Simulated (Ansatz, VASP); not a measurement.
## Ni (monovacancy in Ni): VASP beside Ansatz

Aim: how closely do two programs agree when they are given the same cell, functional and k mesh? Of the first pair: The structure shown is the start of the Ansatz relaxation below; VASP solves that cell, so the two are compared at the walk's first step.

Method: plane waves, with VASP 6.6.1 beside it; single point at PBE, in Ansatz 0.2.0.

### 1. The structure

The cell holds 31 atoms: 31 Ni. Cell: a = 7.035 Å, b = 7.035 Å, c = 7.035 Å, α = 90.0°, β = 90.0°, γ = 90.0°. It derives from Ni (Ni (Fm-3m)). Nearest the centre at fractional (0.500, 0.500, 0.500): Ni8 at 2.49 Å, Ni11 at 2.49 Å, Ni18 at 2.49 Å, Ni16 at 2.49 Å, Ni26 at 2.49 Å, Ni24 at 2.49 Å, Ni22 at 2.49 Å, Ni15 at 2.49 Å.

### 2. Ansatz: relaxation, PBE

Ansatz runs on its default PAW (the set named soft_2) files.

The two programs are compared at the cell with which this relaxation starts, whose forces are those of its first step.

input.yaml reads:

```yaml
crystal:
  lattice:
    - [7.03498917, 0.0, 0.0]
    - [0.0, 7.03498917, 0.0]
    - [0.0, 0.0, 7.03498917]
  atoms:
    - { symbol: Ni, position: [0.0, 0.0, 0.0], spin: 0.7 }
    - { symbol: Ni, position: [0.0, 0.25, 0.25], spin: 0.7 }
    - { symbol: Ni, position: [0.25, 0.0, 0.25], spin: 0.7 }
    - { symbol: Ni, position: [0.25, 0.25, 0.0], spin: 0.7 }
    - { symbol: Ni, position: [0.0, 0.0, 0.5], spin: 0.7 }
    - { symbol: Ni, position: [0.0, 0.25, 0.75], spin: 0.7 }
    - { symbol: Ni, position: [0.25, 0.0, 0.75], spin: 0.7 }
    - { symbol: Ni, position: [0.25, 0.25, 0.5], spin: 0.7 }
    - { symbol: Ni, position: [0.0, 0.5, 0.0], spin: 0.7 }
    - { symbol: Ni, position: [0.0, 0.75, 0.25], spin: 0.7 }
    - { symbol: Ni, position: [0.25, 0.5, 0.25], spin: 0.7 }
    - { symbol: Ni, position: [0.25, 0.75, 0.0], spin: 0.7 }
    - { symbol: Ni, position: [0.0, 0.5, 0.5], spin: 0.7 }
    - { symbol: Ni, position: [0.0, 0.75, 0.75], spin: 0.7 }
    - { symbol: Ni, position: [0.25, 0.5, 0.75], spin: 0.7 }
    - { symbol: Ni, position: [0.25, 0.75, 0.5], spin: 0.7 }
    - { symbol: Ni, position: [0.5, 0.0, 0.0], spin: 0.7 }
    - { symbol: Ni, position: [0.5, 0.25, 0.25], spin: 0.7 }
    - { symbol: Ni, position: [0.75, 0.0, 0.25], spin: 0.7 }
    - { symbol: Ni, position: [0.75, 0.25, 0.0], spin: 0.7 }
    - { symbol: Ni, position: [0.5, 0.0, 0.5], spin: 0.7 }
    - { symbol: Ni, position: [0.5, 0.25, 0.75], spin: 0.7 }
    - { symbol: Ni, position: [0.75, 0.0, 0.75], spin: 0.7 }
    - { symbol: Ni, position: [0.75, 0.25, 0.5], spin: 0.7 }
    - { symbol: Ni, position: [0.5, 0.5, 0.0], spin: 0.7 }
    - { symbol: Ni, position: [0.5, 0.75, 0.25], spin: 0.7 }
    - { symbol: Ni, position: [0.75, 0.5, 0.25], spin: 0.7 }
    - { symbol: Ni, position: [0.75, 0.75, 0.0], spin: 0.7 }
    - { symbol: Ni, position: [0.5, 0.75, 0.75], spin: 0.7 }
    - { symbol: Ni, position: [0.75, 0.5, 0.75], spin: 0.7 }
    - { symbol: Ni, position: [0.75, 0.75, 0.5], spin: 0.7 }
basis:
  ecutwfc: 420
  xc_grid: 2
hamiltonian:
  xc: pbe
kpoints:
  mp_grid: { grid: [4, 4, 4] }
magnetization:
  spin_polarized: true
scf:
  occupations: { method: methfessel_paxton, width: 0.1 }
  max_iter: 120
relax:
  f_tol: 0.02
  max_steps: 80
  escape_saddle: false
output:
  forces: true
```

Launch:

```bash
$ ansatz run input.yaml --threads 8 --pin off --max-ram 14131MiB --backend cpu --events-out ev --progress --plain --runs-dir out
```

Numbers of over 12 decimals in the logs are rounded to 6 here.

Output:

```text
The last accepted step is kept in <dir> (removed where the run ends without a failure and the disk answers)
Engine: ansatz 0.2.0, aarch64-unknown-linux-gnu
Pseudopotentials: kind: paw
Pseudopotential: Ni, paw, valence charge 18, recommended cutoff 420 eV (normal), Ni.paw.azcp
Functional definition: PBE
  parameter kappa = 0.804
  parameter beta = 0.066725
  exchange = pbe_x(kappa = kappa, mu = beta*pi^2/3)
  correlation = pbe_c(beta = beta)
Crystal: 31 atoms, lattice volume = 348.169 Å³
Basis set: ecut = 420 eV, 6859 PW (Γ), exchange–correlation on 96×96×96 points (8 copies of the dense FFT grid, shifted against one another)
Bands: 348, of which v1, the nominal top of the filled ones, is band 279 counted from 1 (278 counted from 0)
Symmetry: 48 space group operations
Space group: Pm-3m (ITA 221), of the structure as read, at distance tolerance 7.0e-5 Å
Magnetic group: BNS 221.92 (UNI 1594), of the structure as read, at distance tolerance 7.0e-5 Å
k-points: 10 of 64
Non-local potential: Ni, projectors of the file, l = 0: 3, l = 1: 2, l = 2: 3, l = 3: 1
PAW form: soft (Blöchl's): semilocal exchange-correlation on the pseudo side does not see the compensation charge
PAW one-centre angular grid: Ni, 590 points (default); XC on 64 Gauss nodes
Initial density: superposition of atomic densities (chi_scale 0.1, normalization cell)
Starting moments: Σ|m| = 21.7 μB on 31 of 31 sites
Initial wavefunctions: pseudopotential atomic-orbital guess
Functional: x = pbe(κ = 0.804, μ = 0.219515), c = pbe(β = 0.066725)
iter 1 solved again at ethr=2.40e-3 eV; its pass at ethr=3.10e-3 eV (dr2=1.34e1 eV) is discarded
SCF iter   1: F=—  HF=-181004.475510 eV  |F-HF|=—  |Δ(HF+E_count)|=         —  Δρ=6.61e-2 (↑1.55e-2 ↓6.61e-2)  dr2=1.34e1  dr2_m=2.39e0  M=23.272 μB ∫|m|=24.460 μB  β_m=0.30  ethr=2.40e-3  ⟨swp⟩=2.0  Hψ=28962  notcnv=0
Mixer restart at iter 1: flushing history
preconditioner: auto → Kerker (q_TF=auto, 2.951 Å⁻¹)  [metal: Δε(μ)=0.003 eV  Ē_g=8.068 eV  σ=0.100 eV  W_gap=0.02  n_scr=146 (ndim 8)  ℏωp=35.0 eV  f_vac=0.006  D(μ)=58.81/eV (n_scr^D=1020)]
spin=Collinear: Kerker preconditioning applied to the charge; magnetization (m = ρ↑ − ρ↓) channel mixes plain (no charge-response kernel on spin).
SCF iter   2: F=—  HF=-181004.385149 eV  |F-HF|=—  |Δ(HF+E_count)|=   9.04e-2  Δρ=2.79e-2 (↑2.79e-2 ↓1.86e-2)  dr2=1.33e0  dr2_m=1.26e0  M=22.853 μB ∫|m|=24.459 μB  β_m=0.32  ethr=2.40e-3  ⟨swp⟩=2.2  Hψ=11001  notcnv=0
SCF iter   3: F=—  HF=-181014.191636 eV  |F-HF|=—  |Δ(HF+E_count)|=    9.81e0  Δρ=2.48e-2 (↑2.48e-2 ↓1.05e-2)  dr2=1.63e0  dr2_m=5.93e-1  M=22.499 μB ∫|m|=24.447 μB  β_m=0.56  ethr=2.39e-4  ⟨swp⟩=2.5  Hψ=11046  notcnv=0  defer=968
SCF iter   4: F=—  HF=-181027.964566 eV  |F-HF|=—  |Δ(HF+E_count)|=    1.38e1  Δρ=1.66e-2 (↑1.64e-2 ↓1.66e-2)  dr2=2.89e0  dr2_m=2.43e-2  M=21.275 μB ∫|m|=23.951 μB  β_m=0.78  ethr=2.39e-4  ⟨swp⟩=2.1  Hψ=10424  notcnv=0  defer=968
SCF iter   5: F=—  HF=-181029.939581 eV  |F-HF|=—  |Δ(HF+E_count)|=    1.98e0  Δρ=1.49e-2 (↑1.08e-2 ↓1.49e-2)  dr2=1.48e0  dr2_m=1.89e-2  M=20.397 μB ∫|m|=23.264 μB  β_m=0.57  ethr=2.39e-4  ⟨swp⟩=2.0  Hψ=10830  notcnv=0  defer=965
SCF iter   6: F=—  HF=-181029.763674 eV  |F-HF|=—  |Δ(HF+E_count)|=   1.76e-1  Δρ=3.84e-3 (↑2.24e-3 ↓3.84e-3)  dr2=2.76e-1  dr2_m=4.94e-3  M=20.311 μB ∫|m|=23.166 μB  β_m=0.70  ethr=2.39e-4  ⟨swp⟩=2.0  Hψ=10256  notcnv=0  defer=973
SCF iter   7: F=—  HF=-181029.914342 eV  |F-HF|=—  |Δ(HF+E_count)|=         —  Δρ=2.66e-3 (↑2.66e-3 ↓2.42e-3)  dr2=3.78e-2  dr2_m=1.01e-2  M=19.661 μB ∫|m|=22.555 μB  β_m=0.70  ethr=4.94e-5  ⟨swp⟩=2.0  Hψ=10397  notcnv=0  defer=973
Mixer restart at iter 7: flushing history
[...]
SCF iter   9: F=—  HF=-181029.923276 eV  |F-HF|=—  |Δ(HF+E_count)|=   5.18e-3  Δρ=1.79e-3 (↑1.00e-3 ↓1.79e-3)  dr2=1.87e-2  dr2_m=1.91e-3  M=19.677 μB ∫|m|=22.527 μB  β_m=0.61  ethr=5.01e-6  ⟨swp⟩=2.0  Hψ=11054  notcnv=0  defer=970
SCF iter  10: F=—  HF=-181029.923152 eV  |F-HF|=—  |Δ(HF+E_count)|=   1.24e-4  Δρ=7.23e-4 (↑7.23e-4 ↓6.56e-4)  dr2=5.38e-3  dr2_m=2.48e-5  M=19.684 μB ∫|m|=22.521 μB  β_m=0.51  ethr=3.36e-6  ⟨swp⟩=2.0  Hψ=8463  notcnv=0  defer=970
SCF iter  11: F=—  HF=-181029.922355 eV  |F-HF|=—  |Δ(HF+E_count)|=   7.98e-4  Δρ=2.09e-4 (↑2.07e-4 ↓2.09e-4)  dr2=1.57e-3  dr2_m=1.04e-5  M=19.677 μB ∫|m|=22.505 μB  β_m=0.73  ethr=9.64e-7  ⟨swp⟩=2.0  Hψ=9968  notcnv=0  defer=970
SCF iter  12: F=—  HF=-181029.922441 eV  |F-HF|=—  |Δ(HF+E_count)|=   8.62e-5  Δρ=4.57e-4 (↑1.61e-4 ↓4.57e-4)  dr2=1.54e-3  dr2_m=9.66e-5  M=19.676 μB ∫|m|=22.504 μB  β_m=0.72  ethr=2.81e-7  ⟨swp⟩=2.0  Hψ=9716  notcnv=0  defer=970
[...]
SCF iter  19: F=—  HF=-181029.824515 eV  |F-HF|=—  |Δ(HF+E_count)|=   1.25e-8  S|Δr|=    0.00e0  Δρ=1.12e-5 (↑2.91e-6 ↓1.12e-5)  dr2=7.48e-7  dr2_m=5.75e-8  M=19.677 μB ∫|m|=22.510 μB  β_m=0.41  ethr=1.75e-10  ⟨swp⟩=1.1  Hψ=5988  notcnv=0  defer=970
SCF iter  20: F=-181029.824515 eV  HF=-181029.824515 eV  |F-HF|=5.79e-8  |Δ(HF+E_count)|=   1.92e-8  S|Δr|=    0.00e0  Δρ=3.08e-6 (↑7.18e-7 ↓3.08e-6)  dr2=6.09e-8  dr2_m=6.47e-9  M=19.677 μB ∫|m|=22.510 μB  ethr=1.27e-10  ⟨swp⟩=2.2  Hψ=12848  notcnv=0
SCF 3 converged in 20 iterations: F = -181029.824515 eV  dr2 = 6.09e-8
[...]
SCF 4 converged in 3 iterations: F = -181029.824515 eV  dr2 = 1.15e-8
  greatest PAW one-centre occupation: 1.001 electrons in one spin orbital (limit 2), on the Ni atom at site 25 (counted from 0), in its partial waves of l = 1
relax step   4: F+E_penalty+E_count = -181029.82451460 eV  Δ(F+E_penalty+E_count) = -4.633e-8 eV  max|allowed force component| = 2.073e-3 eV/Å  Δτ_max = 0.0000 Å  (3 SCF iters, accepted)
SCF converged after 3 iterations
Stability not checked: this state was not tested for a lower state beside it, because cold or Methfessel-Paxton smearing, or corrected tetrahedra, fill the levels in a way that the test cannot read (fill_not_monotonic; see scf.lower_state_search)
Magnetization: 19.6775 μB (288.8387 up, 269.1613 down)
Absolute magnetization: 22.5339 μB (∫|ρ↑−ρ↓|, with the PAW one-centre terms)
Spin contamination: 0.2310 ħ² per cell (⟨S²⟩ above its minimum at these occupations)
Per-site moments (μB) at R_I (Å): [(0.659712, 1.028568), (0.644420, 1.023409), (0.644420, 1.023409), (0.644420, 1.023409), (0.713539, 1.025992), (0.644420, 1.023409), (0.644420, 1.023409), (0.705520, 1.015187), (0.713539, 1.025992), (0.644420, 1.023409), (0.705520, 1.015187), (0.644420, 1.023409), (0.635210, 1.023409), (0.644420, 1.023409), (0.705520, 1.015187), (0.705520, 1.015187), (0.713539, 1.025992), (0.705520,  [...]
Free energy (F): -181029.824515 eV
Harris-Foulkes:  -181029.824515 eV  (|F-HF|=1.05e-8)
Internal energy: -181029.832171 eV  (E = F + TS)
E sigma→0 (E₀):  -181029.826429 eV
Entropy (-TS):   0.007656 eV (0.247 meV/atom)
Fermi energy:    17.467247 eV
--- Per-component energies (eV) ---
  E_band       = -9198.428544
  E_kinetic    = 8737.223173
  E_local      = -109977.384057  (includes V_loc(G=0)·N_el)
  E_nonlocal   = 19706.824411
  E_hartree    = 46001.101367
  E_xc         = -2623.297705
  E_vxc        = -3382.310555  (∫ρ·V_xc dr)
  E_paw        = -50523.420643  (= ΣΔE_a)
  E_vpaw       = -16285.004691  (= ΣTr[D̂ρ^β])
  E_aug_tail   = 0.017828  (compensation charges beyond the density's cutoff)
  E_ewald      = -92350.896546
  E_smearing   = 0.007656  (= −TS)
  E_closure    = 0.000000  (closes the sum)
  Σ components = -181029.824515   (vs F -181029.824515, Δ=0.00e0)
--- Forces (eV/Å), atoms counted from 1 ---
  atom   1  Ni     0.00000000     0.00000000     0.00000000
  atom   2  Ni     0.00000000     0.00178173     0.00178173
  atom   3  Ni     0.00178173    -0.00000000     0.00178173
  atom   4  Ni     0.00178173     0.00178173     0.00000000
  atom   5  Ni     0.00000000     0.00000000    -0.00000000
  atom   6  Ni     0.00000000     0.00178173    -0.00178173
  atom   7  Ni     0.00178173    -0.00000000    -0.00178173
  atom   8  Ni    -0.00207298    -0.00207298     0.00000000
  atom   9  Ni     0.00000000    -0.00000000    -0.00000000
  atom  10  Ni    -0.00000000    -0.00178173     0.00178173
  atom  11  Ni    -0.00207298    -0.00000000    -0.00207298
  atom  12  Ni     0.00178173    -0.00178173     0.00000000
  atom  13  Ni    -0.00000000     0.00000000    -0.00000000
  atom  14  Ni    -0.00000000    -0.00178173    -0.00178173
  atom  15  Ni    -0.00207298    -0.00000000     0.00207298
  atom  16  Ni    -0.00207298     0.00207298     0.00000000
  atom  17  Ni     0.00000000     0.00000000     0.00000000
  atom  18  Ni     0.00000000    -0.00207298    -0.00207298
  atom  19  Ni    -0.00178173     0.00000000     0.00178173
  atom  20  Ni    -0.00178173     0.00178173     0.00000000
  atom  21  Ni     0.00000000     0.00000000     0.00000000
  atom  22  Ni     0.00000000    -0.00207298     0.00207298
  atom  23  Ni    -0.00178173     0.00000000    -0.00178173
  atom  24  Ni     0.00207298    -0.00207298     0.00000000
  atom  25  Ni     0.00000000    -0.00000000    -0.00000000
  atom  26  Ni    -0.00000000     0.00207298    -0.00207298
  atom  27  Ni     0.00207298     0.00000000    -0.00207298
  atom  28  Ni    -0.00178173    -0.00178173     0.00000000
  atom  29  Ni    -0.00000000     0.00207298     0.00207298
  atom  30  Ni     0.00207298     0.00000000     0.00207298
  atom  31  Ni     0.00207298     0.00207298     0.00000000
  max |Σ_I F_I| component: 9.11e-18 eV/Å
--- Relaxed structure (4 steps of the walk, 4 accepted, 0 SCFs on fresh bases) ---
  F+E_penalty+E_count = -181029.82451460 eV   max|allowed force component| = 2.073e-3 eV/Å
  atoms:
    - { symbol: Ni, position: [-1.67041516272835e-19, 0, 0] }
    - { symbol: Ni, position: [-1.670415162728348e-19, 0.250628, 0.250628] }
    - { symbol: Ni, position: [0.250628, 0, 0.250628] }
    - { symbol: Ni, position: [0.250628, 0.250628, 0] }
    - { symbol: Ni, position: [-1.6704151627283477e-19, 0, 0.5] }
    - { symbol: Ni, position: [-1.6704151627283482e-19, 0.250628, 0.749372] }
    - { symbol: Ni, position: [0.250628, 0, 0.749372] }
    - { symbol: Ni, position: [0.252632, 0.252632, 0.5] }
    - { symbol: Ni, position: [-1.6704151627283496e-19, 0.5, 0] }
    - { symbol: Ni, position: [-1.6704151627283484e-19, 0.749372, 0.250628] }
    - { symbol: Ni, position: [0.252632, 0.5, 0.252632] }
    - { symbol: Ni, position: [0.250628, 0.749372, 0] }
    - { symbol: Ni, position: [-1.6704151627283496e-19, 0.5, 0.5] }
    - { symbol: Ni, position: [-1.6704151627283486e-19, 0.749372, 0.749372] }
    - { symbol: Ni, position: [0.252632, 0.5, 0.747368] }
    - { symbol: Ni, position: [0.252632, 0.747368, 0.5] }
    - { symbol: Ni, position: [0.5, 0, 0] }
    - { symbol: Ni, position: [0.5, 0.252632, 0.252632] }
    - { symbol: Ni, position: [0.749372, 0, 0.250628] }
    - { symbol: Ni, position: [0.749372, 0.250628, 0] }
    - { symbol: Ni, position: [0.5, 0, 0.5] }
    - { symbol: Ni, position: [0.5, 0.252632, 0.747368] }
    - { symbol: Ni, position: [0.749372, 0, 0.749372] }
    - { symbol: Ni, position: [0.747368, 0.252632, 0.5] }
    - { symbol: Ni, position: [0.5, 0.5, 0] }
    - { symbol: Ni, position: [0.5, 0.747368, 0.252632] }
    - { symbol: Ni, position: [0.747368, 0.5, 0.252632] }
    - { symbol: Ni, position: [0.749372, 0.749372, 0] }
    - { symbol: Ni, position: [0.5, 0.747368, 0.747368] }
    - { symbol: Ni, position: [0.747368, 0.5, 0.747368] }
    - { symbol: Ni, position: [0.747368, 0.747368, 0.5] }
```

### 3. VASP: single point, PBE, start cell, pair 1

The same cell, functional, mesh and smearing now go to VASP, with its own data sets.

Lines of VASP's logs that name or quote its potential files are left out, and so is its time.

INCAR reads:

```
SYSTEM = Ni
PREC = Accurate
ENCUT = 520
EDIFF = 1E-06
NELM = 200
ISMEAR = 1
SIGMA = 0.1
LREAL = Auto
ALGO = Normal
GGA = PE
NBANDS = 180
ISPIN = 2
MAGMOM = 0.66 0.64 0.64 0.64 0.71 0.64 0.64 0.71 0.71 0.64 0.71 0.64 0.64 0.64 0.71 0.71 0.71 0.71 0.64 0.64 0.64 0.71 0.64 0.71 0.64 0.71 0.71 0.64 0.71 0.71 0.71
LASPH = .TRUE.
LMAXMIX = 4
LORBIT = 11
LWAVE = .FALSE.
LCHARG = .FALSE.
ISIF = 2
GGA_COMPAT = .FALSE.
KPAR = 4
```

POSCAR reads:

```
Ni
1.0
    7.0349891723      0.0000000000      0.0000000000
    0.0000000000      7.0349891723      0.0000000000
    0.0000000000      0.0000000000      7.0349891723
Ni
31
Direct
    0.0000000000      0.0000000000      0.0000000000
    0.0000000000      0.2499999706      0.2499999706
    0.2499999706      0.0000000000      0.2499999706
    0.2499999706      0.2499999706      0.0000000000
    0.0000000000      0.0000000000      0.5000000000
    0.0000000000      0.2499999706      0.7500000294
    0.2499999706      0.0000000000      0.7500000294
    0.2499999706      0.2499999706      0.5000000000
    0.0000000000      0.5000000000      0.0000000000
    0.0000000000      0.7500000294      0.2499999706
    0.2499999706      0.5000000000      0.2499999706
    0.2499999706      0.7500000294      0.0000000000
    0.0000000000      0.5000000000      0.5000000000
    0.0000000000      0.7500000294      0.7500000294
    0.2499999706      0.5000000000      0.7500000294
    0.2499999706      0.7500000294      0.5000000000
    0.5000000000      0.0000000000      0.0000000000
    0.5000000000      0.2499999706      0.2499999706
    0.7500000294      0.0000000000      0.2499999706
    0.7500000294      0.2499999706      0.0000000000
    0.5000000000      0.0000000000      0.5000000000
    0.5000000000      0.2499999706      0.7500000294
    0.7500000294      0.0000000000      0.7500000294
    0.7500000294      0.2499999706      0.5000000000
    0.5000000000      0.5000000000      0.0000000000
    0.5000000000      0.7500000294      0.2499999706
    0.7500000294      0.5000000000      0.2499999706
    0.7500000294      0.7500000294      0.0000000000
    0.5000000000      0.7500000294      0.7500000294
    0.7500000294      0.5000000000      0.7500000294
    0.7500000294      0.7500000294      0.5000000000
```

KPOINTS reads:

```
Automatic mesh
0
Gamma
4 4 4
0 0 0
```

PAW data sets: Ni (PBE family, release 64).

Launch:

```bash
$ mpirun -np 4 vasp_std
```

Output:

```text
[banner, memory and clock lines left out]
running    4 mpi-ranks, on    1 nodes
[...]
LDA part: xc-table for (Slater+PW92), standard interpolation
 POSCAR, INCAR and KPOINTS ok, starting setup
[...]
entering main loop
       N       E                     dE             d eps       ncg     rms          rms(c)
DAV:   1     0.278055093485E+04    0.27806E+04   -0.13117E+05  7200   0.249E+03
DAV:   2     0.134648553233E+03   -0.26459E+04   -0.25865E+04  7200   0.529E+02
DAV:   3    -0.183281076310E+03   -0.31793E+03   -0.27732E+03  7200   0.212E+02
DAV:   4    -0.199024622123E+03   -0.15744E+02   -0.14859E+02  8016   0.493E+01
[...]
DAV:  23    -0.168036904576E+03    0.11131E-05   -0.55119E-06  6852   0.157E-02    0.206E-02
DAV:  24    -0.168036902862E+03    0.17132E-05   -0.18855E-06  4080   0.999E-03    0.122E-02
DAV:  25    -0.168036902479E+03    0.38370E-06   -0.12678E-06  3996   0.753E-03
   1 F= -.16803690E+03 E0= -.16803746E+03  d E =0.166241E-02  mag=    19.3187
```

From OUTCAR (step 3):

```text
  Total       -3.9840284     -3.9840284     -3.9840284      0.0000000      0.0000000     -0.0000000
  in kB      -18.3333870    -18.3333870    -18.3333870      0.0000000      0.0000000     -0.0000000
  external PRESSURE =     -18.3333870 kB  Pullay stress =       0.0000000 kB

 POSITION                                       TOTAL-FORCE (eV/Angst)
 -----------------------------------------------------------------------------------
      0.00000      0.00000      0.00000        -0.000000     -0.000000      0.000000
      0.00000      1.75875      1.75875        -0.000000      0.023101      0.023101
      1.75875      0.00000      1.75875         0.023101     -0.000000      0.023101
      1.75875      1.75875      0.00000         0.023101      0.023101      0.000000
      0.00000      0.00000      3.51749        -0.000000     -0.000000      0.000000
      0.00000      1.75875      5.27624        -0.000000      0.023101     -0.023101
      1.75875      0.00000      5.27624         0.023101     -0.000000     -0.023101
      1.75875      1.75875      3.51749         0.156783      0.156783      0.000000
      0.00000      3.51749      0.00000        -0.000000     -0.000000      0.000000
      0.00000      5.27624      1.75875        -0.000000     -0.023101      0.023101
      1.75875      3.51749      1.75875         0.156783     -0.000000      0.156783
      1.75875      5.27624      0.00000         0.023101     -0.023101     -0.000000
      0.00000      3.51749      3.51749        -0.000000     -0.000000      0.000000
      0.00000      5.27624      5.27624        -0.000000     -0.023101     -0.023101
[...]
-----------------------------------------------------------------------------------
    total drift:                                0.000000      0.000000     -0.000000

  FREE ENERGIE OF THE ION-ELECTRON SYSTEM (eV)
  ---------------------------------------------------
  free  energy   TOTEN  =      -168.0369024788 eV

  energy  without entropy=     -168.0385648879  energy(sigma->0) =     -168.03745662

 magnetization (x)
# of ion       s       p       d       tot
------------------------------------------
    1       -0.005  -0.023   0.653   0.625
    2       -0.007  -0.023   0.640   0.611
    3       -0.007  -0.023   0.640   0.611
    4       -0.007  -0.023   0.640   0.611
    5       -0.007  -0.024   0.704   0.673
    6       -0.007  -0.023   0.640   0.611
    7       -0.007  -0.023   0.640   0.611
    8       -0.006  -0.024   0.693   0.663
    9       -0.007  -0.024   0.704   0.673
   10       -0.007  -0.023   0.640   0.611
   11       -0.006  -0.024   0.693   0.663
   12       -0.007  -0.023   0.640   0.611
   13       -0.006  -0.025   0.622   0.591
[...]
--------------------------------------------------
tot         -0.201  -0.725  20.626  19.700

[... 1 further part left out ...]
```

The run ends at a pressure of -1.83 GPa, with forces up to 0.22 eV/Å.

(Continued in part 2 of 2.)

[Lines on the potential files, build, host, timing and source positions are cut from VASP's logs without a mark.]

[Logs are printed without paths, hosts, clocks, repeated set-up lines and the standing remarks that a program may print on its own settings, such as how far it seeks lower states.]

[Hosts, paths, dates, database ids (printed as entryN), source tags and the programs' standing remarks are cut or masked in the printed files.]
